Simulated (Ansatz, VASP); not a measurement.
## Two plane-wave programs on CdSe (Cadmoselite)

```
Cd Se
1.0
     4.22585    0.00000    0.00000
    -2.11292    3.65969    0.00000
     0.00000    0.00000    6.97374
Cd Se
2 2
Direct
  0.33333 0.66667 0.00595
  0.66667 0.33333 0.50595
  0.33333 0.66667 0.37905
  0.66667 0.33333 0.87905
```

Change from the starting cell: in-plane strain -0.005, out-of-plane length and atoms relaxed by PAW.

Alike in both runs: functional LDA; k mesh 6 × 6 × 4; no spin polarisation.

Ansatz relaxed the structure, and its values are those at the end. VASP's run is a single point on that final structure, the one shown.

|  | VASP | Ansatz |
| --- | --- | --- |
| version | VASP 6.6.1 | Ansatz 0.2.0 |
| potentials or method | VASP PAW LDA potentials, release 64 (Cd, Se) | PAW with Ansatz's default frozen-core files, scalar-relativistic |
| plane-wave cutoff (eV) | 520 | 420 |
| occupations | gaussian, width 0.01 eV | fixed |
| valence electrons in the cell | 36 | 72 |

|  | VASP | Ansatz | Ansatz less VASP |
| --- | --- | --- | --- |
| gap on the k mesh at the Fermi level (eV) | 0.48 | 0.45 | -0.033 |
| pressure (GPa) | 0.8 | 0.3 | -0.51 |

The two sets of potentials don't hold the same shells in valence.
